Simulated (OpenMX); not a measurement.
BP:

```
P B
1.0
     0.00000    2.26900    2.26900
     2.26900    0.00000    2.26900
     2.26900    2.26900    0.00000
P B
1 1
Cartesian
  3.4035 3.4035 3.4035
  0.0000 0.0000 0.0000
```

| Item | Value |
| --- | --- |
| Program | OpenMX 3.8.5 |
| Task | single point |
| Functional | PBE |
| Potentials or basis | OpenMX 2013 PBE set, P7.0-s2p2d1f1, B7.0-s2p2d1, grid cutoff 300 Ry |
| k mesh | 11 × 11 × 11 |
| Occupations | fermi-dirac, width 0.05 eV |
| Spin | no spin polarisation |

On this cell: pressure 0.9 GPa; largest force zero by symmetry; band gap on the k mesh 1.32 eV, indirect (least direct gap 3.44 eV).

The same run follows on a disturbed copy (atoms moved at random, drawn with an rms of 0.05 Å):

```xyz
2
Lattice="0.0000 2.2690 2.2690 2.2690 0.0000 2.2690 2.2690 2.2690 0.0000" Properties=species:S:1:pos:R:3 pbc="T T T"
P     3.4011    3.3991    3.4266
B     0.0149   -0.0276   -0.0015
```

**Question.** What does the disturbed cell give?

**Answer.** The energy moves by +6.9 meV/atom; pressure 1.1 GPa; largest force 0.710 eV/Å; band gap on the k mesh 0.97 eV, indirect (least direct gap 2.87 eV).

Forces in eV/Å, atoms in the order of the input:
```
P    0.310 -0.435 -0.467
B   -0.310  0.437  0.466
```

Caveats: an odd mesh through Γ misses points on the zone boundary, where band edges often lie; the basis of atomic orbitals isn't converged, which shifts pressures, moduli and gaps.
